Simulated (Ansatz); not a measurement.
**Hg: distorted cells**

All numbers below come from Ansatz 0.2.0, DFT PBE, scalar-relativistic, plane waves, PAW.

Cutoff 420 eV; k points 10×10×4 on the computed 1-atom cell (Γ-centred); Gaussian smearing, width 0.02 eV; no spin polarisation.

Reference cell:

```xyz
1
Lattice="3.3835 0.0000 0.0000 1.6901 2.9436 0.0000 0.0088 1.8782 8.6180" Properties=species:S:1:pos:R:3 pbc="T T T"
Hg    1.6917    0.0000    0.0000
```

Each variant moves atoms of this cell by the vectors given, if any (Å), and then applies a symmetric strain (tensor components, Cartesian axes). The reference cell isn't relaxed at this level. Energies are per atom at zero smearing, counted from the lowest variant. Pressure is positive in compression.

1. strain (xx yy zz yz xz xy, %) 4.19 5.06 4.89 -4.00 0.07 2.12
2. strain (xx yy zz yz xz xy, %) 2.56 4.17 6.67 4.00 -3.63 0.41
3. strain (xx yy zz yz xz xy, %) -2.31 -1.62 -1.77 -0.19 0.50 0.00
4. strain (xx yy zz yz xz xy, %) -5.86 4.52 1.13 0.59 1.49 6.00
5. strain (xx yy zz yz xz xy, %) 3.18 6.50 3.83 -0.71 0.20 -1.01
6. strain (xx yy zz yz xz xy, %) -1.98 -1.56 -2.24 -4.00 3.45 0.86

| variant | ΔE (meV/atom) | P (GPa) | gap on mesh (eV) | space group |
| --- | --- | --- | --- | --- |
| 1 | 0.0 | 0.01 | 1.85 | P-1 |
| 2 | 0.1 | 0.05 | 1.76 | P-1 |
| 3 | 19.1 | 0.46 | 1.13 | P-1 |
| 4 | 27.3 | 0.44 | 0.36 | P-1 |
| 5 | 0.0 | 0.00 | 1.84 | P-1 |
| 6 | 17.4 | 0.44 | 1.18 | P-1 |

Spin-orbit coupling is left out, which matters for the bands of heavy elements.